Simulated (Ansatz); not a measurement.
Pressure against volume: CaO

```cif
data_structure
_symmetry_space_group_name_H-M 'F-43m'
_symmetry_Int_Tables_number 216
_cell_length_a 5.2437
_cell_length_b 5.2437
_cell_length_c 5.2437
_cell_angle_alpha 90.000
_cell_angle_beta 90.000
_cell_angle_gamma 90.000
_cell_volume 144.18
loop_
_atom_site_label
_atom_site_type_symbol
_atom_site_symmetry_multiplicity
_atom_site_Wyckoff_symbol
_atom_site_fract_x
_atom_site_fract_y
_atom_site_fract_z
_atom_site_occupancy
Ca1 Ca 4 a 0.00000 0.00000 0.00000 1
O1 O 4 d 0.25000 0.25000 0.75000 1
```

The runs use the primitive cell with vectors (0.000, 2.622, 2.622), (2.622, 0.000, 2.622), (2.622, 2.622, 0.000) Å, to which the k mesh refers.

The cell was built from the zincblende type and relaxed in the same program, and has space group F-43m; it needn't be a known or the stable phase.

All numbers are computed: DFT, PBE, all-electron LAPW, scalar-relativistic (Ansatz 0.2.0); DFT, PBE, PAW with Ansatz's default frozen-core files, scalar-relativistic (Ansatz 0.2.0).

For LAPW: a Γ-centred 11×11×11 k mesh, Fermi–Dirac smearing of 0.05 eV, basis error target 0.25 meV/atom, no spin polarisation. PAW takes a cutoff of 420 eV at this cell. The Ansatz runs share mesh, smearing and spin set-up. Plane-wave (PAW) pressures include the program's estimate of the Pulay term.

The cell above is scaled evenly, with fractional coordinates and shape held.

| V/V(cell) | V (Å³/atom) | P, LAPW (GPa) | P, PAW (GPa) | gap on the k mesh, LAPW (eV) | free energy over the lowest listed, PAW (meV/atom) |
| --- | --- | --- | --- | --- | --- |
| 0.9405 | 16.950 | 5.28 | 5.27 | 3.50 | 16.7 |
| 0.9800 | 17.662 | 1.60 | 1.60 | 3.36 | 1.8 |
| 1.0000 | 18.022 | 0.00 | 0.00 | 3.29 | 0.0 |
| 1.0200 | 18.383 | -1.44 | -1.44 | 3.22 | 1.6 |
| 1.0600 | 19.104 | ? | ? | ? | ? |

Question: Fill in the row V/V(cell) = 1.0600.

Answer: P, LAPW (GPa) = -3.92, P, PAW (GPa) = -3.92, gap on the k mesh, LAPW (eV) = 3.09, free energy over the lowest listed, PAW (meV/atom) = 13.8.

Question: What do Birch–Murnaghan fits to the pressures give?

Answer: LAPW: V0 = 18.02 Å³/atom, B0 = 76 GPa, B0′ = 4.1; PAW: V0 = 18.02 Å³/atom, B0 = 76 GPa, B0′ = 4.1.

PAW's V0 lies 0.00 % from the all-electron value and its B0 -0.1 %. Symmetry fixes shape and coordinates here, so this is the relaxed modulus.
